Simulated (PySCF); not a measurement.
# phenylacetylene: calculation and literature

Molfile (atoms numbered from 1):
```
C8H6
     RDKit          3D

 14 14  0  0  0  0  0  0  0  0999 V2000
    2.2166    1.8998    1.6801 C   0  0  0  0  0  0  0  0  0  0  0  0
    1.4179    1.2153    1.0752 C   0  0  0  0  0  0  0  0  0  0  0  0
    0.4771    0.4094    0.3619 C   0  0  0  0  0  0  0  0  0  0  0  0
   -0.0411    0.8411   -0.8712 C   0  0  0  0  0  0  0  0  0  0  0  0
   -0.9559    0.0534   -1.5619 C   0  0  0  0  0  0  0  0  0  0  0  0
   -1.3663   -1.1716   -1.0359 C   0  0  0  0  0  0  0  0  0  0  0  0
   -0.8576   -1.6083    0.1872 C   0  0  0  0  0  0  0  0  0  0  0  0
    0.0576   -0.8262    0.8839 C   0  0  0  0  0  0  0  0  0  0  0  0
    2.9238    2.5059    2.2152 H   0  0  0  0  0  0  0  0  0  0  0  0
    0.2839    1.8007   -1.2778 H   0  0  0  0  0  0  0  0  0  0  0  0
   -1.3525    0.3987   -2.5195 H   0  0  0  0  0  0  0  0  0  0  0  0
   -2.0853   -1.7879   -1.5808 H   0  0  0  0  0  0  0  0  0  0  0  0
   -1.1767   -2.5670    0.6026 H   0  0  0  0  0  0  0  0  0  0  0  0
    0.4594   -1.1628    1.8415 H   0  0  0  0  0  0  0  0  0  0  0  0
  1  2  3  0
  2  3  1  0
  3  4  2  0
  4  5  1  0
  5  6  2  0
  6  7  1  0
  7  8  2  0
  8  3  1  0
  1  9  1  0
  4 10  1  0
  5 11  1  0
  6 12  1  0
  7 13  1  0
  8 14  1  0
M  END
```

Method: PBE0-D3(BJ)/def2-SVP geometry, spin–spin couplings from B3LYP/pcJ-1 (without the spin–dipole term), σ from GIAO-PBE0/pcSseg-1, in PySCF (one conformer, no solvent, fast rotation and ring inversion assumed for equivalent nuclei, relativity neglected).

Reference values: estimated from measurements, as parent shift plus tabulated substituent increment (solution, not stated per compound (mostly CDCl3 or CCl4); Pretsch, Buehlmann, Badertscher, Structure Determination of Organic Compounds, 4th ed. (2009)).
```json
{"atoms": "C4/C8", "quantity": "δ $^{13}$C", "reference": "132.1", "computed": "139.7", "computed, scaled": "135.0"}
{"atoms": "C6", "quantity": "δ $^{13}$C", "reference": "128.2", "computed": "134.0", "computed, scaled": "129.5"}
{"atoms": "C5/C7", "quantity": "δ $^{13}$C", "reference": "128.1", "computed": "133.4", "computed, scaled": "128.9"}
{"atoms": "H10/H14", "quantity": "δ $^{1}$H", "reference": "7.50", "computed": "7.67", "computed, scaled": "7.48"}
{"atoms": "H11/H13", "quantity": "δ $^{1}$H", "reference": "7.33", "computed": "7.44", "computed, scaled": "7.26"}
{"atoms": "H12", "quantity": "δ $^{1}$H", "reference": "7.33", "computed": "7.42", "computed, scaled": "7.25"}
```

Computed shifts are σ(ref) − σ with the named reference compound (TMS for H and C) calculated as an isolated molecule at the same level. The measured values may be among those fitted. Scaled to experiment by linear calibration (H and C: mostly CDCl3 data, vs TMS): $^{13}$C (scatter 2.0 ppm rms, 2.2 ppm with the 3 outliers that the fit left out); $^{1}$H (scatter 0.21 ppm rms). A few per cent of atoms miss by over 2 rms, more outside the fitted compound classes.

Coupling constants in Hz (some tables give magnitudes without signs):
| coupling | reference | computed | source |
| --- | --- | --- | --- |
| $^{3}J$(H10,H11) | 7.8 | 8.7 | measured; solution (compiled); Pretsch, Buehlmann, Badertscher, Structure Determination of Organic Compounds, 4th ed., Springer 2009 |
| $^{4}J$(H10,H12) | 1.3 | 0.9 | measured; solution (compiled); Pretsch, Buehlmann, Badertscher, Structure Determination of Organic Compounds, 4th ed., Springer 2009 |
| $^{5}J$(H10,H13) | 0.6 | 0.6 | measured; solution (compiled); Pretsch, Buehlmann, Badertscher, Structure Determination of Organic Compounds, 4th ed., Springer 2009 |
| $^{4}J$(H10,H14) | 1.7 | 1.5 | measured; solution (compiled); Pretsch, Buehlmann, Badertscher, Structure Determination of Organic Compounds, 4th ed., Springer 2009 |
| $^{3}J$(H11,H12) | 7.6 | 8.4 | measured; solution (compiled); Pretsch, Buehlmann, Badertscher, Structure Determination of Organic Compounds, 4th ed., Springer 2009 |
| $^{4}J$(H11,H13) | 1.3 | 1.0 | measured; solution (compiled); Pretsch, Buehlmann, Badertscher, Structure Determination of Organic Compounds, 4th ed., Springer 2009 |
| $^{1}J$(C1,H9) | 251.0 | 275.1 | measured; liquid or solution (compiled); San Fabian, Garcia de la Vega, Suardiaz et al., Magn. Reson. Chem. 2013, 51, 775 (SI) |

**Question.** How far are the unscaled $^{13}$C shifts from the references?

**Answer.** Mean signed difference +6.23 ppm, mean absolute 6.23 ppm over 3 comparisons; the largest is +7.6 ppm at C4/C8 (aromatic CH).

**Question.** How far are the unscaled $^{1}$H shifts from the references?

**Answer.** Mean signed difference +0.12 ppm, mean absolute 0.12 ppm over 3 comparisons; the largest is +0.17 ppm at H10/H14 (hydrogen on an aromatic CH).

Unscaled 3J(H,H) at this level run about 9 % above measured values.
